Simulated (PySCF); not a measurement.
Excitation energies in several basis sets

Compound: ethoxy ethane, C4H10O.
SMILES: `CCOCC`

TDDFT with PBE0 (PySCF), vertical singlets, core orbitals frozen in the response, spherical d and f functions. The structure is a single PBE0-D3(BJ)/def2-SVP conformer in the gas phase; no vibrational or solvent corrections.

```csv
basis,functions,diffuse,S1 (eV),S2 (eV),S3 (eV),S4 (eV),S5 (eV),LUMO (eV),α (au)
6-31G*,90,no,8.40,9.25,9.54,9.97,10.24,2.88,48.4
6-31+G*,110,yes,6.78,7.27,7.31,7.48,7.96,0.70,53.3
def2-SVP,120,no,7.72,8.43,8.91,9.06,9.58,1.93,50.1
aug-cc-pVDZ,205,yes,6.26,6.76,6.86,6.92,7.47,0.01,59.6
def2-TZVP,215,no,7.25,7.93,8.33,8.74,9.06,1.29,56.5
def2-TZVPD,278,yes,6.57,7.12,7.35,7.55,8.11,0.42,59.4
```

Task: Compare the sets with the largest diffuse one.

Result: States are compared by their number. Against the largest diffuse basis here (def2-TZVPD, itself not a converged limit), sets without diffuse functions differ by up to 1.83 eV in S1 and 2.13 eV in S5; the smaller diffuse sets differ by up to 0.32 and 0.64 eV. State by state, the largest deviation of a set without diffuse functions is S1 1.83, S2 2.13, S3 2.19, S4 2.42, S5 2.13 eV. The same number needn't mean the same state in each row. Against def2-TZVPD the polarisability deviates by -18% in 6-31G*, -10% in 6-31+G*, -16% in def2-SVP, 0% in aug-cc-pVDZ, -5% in def2-TZVP. A single + in a Pople set puts diffuse functions on heavy atoms only.
